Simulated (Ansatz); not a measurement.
The system is TiO2.

```xyz
12
Lattice="-2.9732 3.2874 3.2874 2.9732 -3.2874 3.2874 2.9732 3.2874 -3.2874" Properties=species:S:1:pos:R:3 pbc="T T T"
Ti    1.4866   -1.6437    1.6437
Ti    1.4866    1.6437   -1.6437
Ti    0.0000    1.6437    1.6124
Ti    2.9732    1.6437    1.6750
O     1.4875    1.6437    2.9263
O     1.4857    4.9311   -0.3611
O     0.0000    0.3609    4.9286
O     2.9732   -0.3609    1.6412
O     0.0000    3.6483    1.6462
O     1.4875   -1.6437    3.6485
O     2.9732    2.9264   -1.6412
O     1.4857    1.6437    0.3611
```

The cell is a database's computed one.

| Property | Result |
| --- | --- |
| Program | Ansatz 0.2.0 |
| Task | relaxation of cell and atoms |
| Functional | r2SCAN |
| Dispersion | rVV10 |
| Potentials or basis | Ansatz PAW |
| Cutoff | 500 eV (not typed: the program's choice for these potentials) |
| k mesh | 6 × 6 × 6 |
| Occupations | fermi-dirac, width 0.05 eV |
| Spin | no spin polarisation |

At the start: volume 10.71 Å³/atom.

Problem. Where does the relaxation end?

Solution. It ends after 5 steps and the volume is 10.34 Å³/atom (-3.5 %); space group P4_2/mnm (No. 136, to 0.05 Å).

The path:
| step | energy change (eV) | largest force (eV/Å) | volume (Å³) |
| --- | --- | --- | --- |
| 1 | 0.0000 | 0.1031 | 128.52 |
| 2 | -0.1069 | 0.0515 | 125.17 |
| 3 | -0.1151 | 0.0544 | 124.02 |
| 4 | -0.1170 | 0.0027 | 124.04 |
| 5 | -0.1139 | 0.0025 | 124.04 |

Final structure:
```xyz
12
Lattice="-2.9510 3.2417 3.2415 2.9510 -3.2417 3.2415 2.9510 3.2417 -3.2415" Properties=species:S:1:pos:R:3 pbc="T T T"
Ti    1.4755   -1.6208    1.6208
Ti    1.4755    1.6208   -1.6208
Ti    0.0000    1.6208    1.6201
Ti    2.9510    1.6208    1.6214
O     1.4761    1.6208    2.8895
O     1.4749    4.8625   -0.3520
O     0.0000    0.3521    4.8617
O     2.9510   -0.3521    1.6201
O     0.0000    3.5938    1.6214
O     1.4761   -1.6208    3.5936
O     2.9510    2.8896   -1.6201
O     1.4749    1.6208    0.3520
```

Caveat: the plane-wave basis is chosen anew once the cell has moved, so the energies of steps on either side of that aren't comparable; the PAW data sets come from PBE, with cores solved anew for the run's functional, which leaves a small shift of forces and pressure.
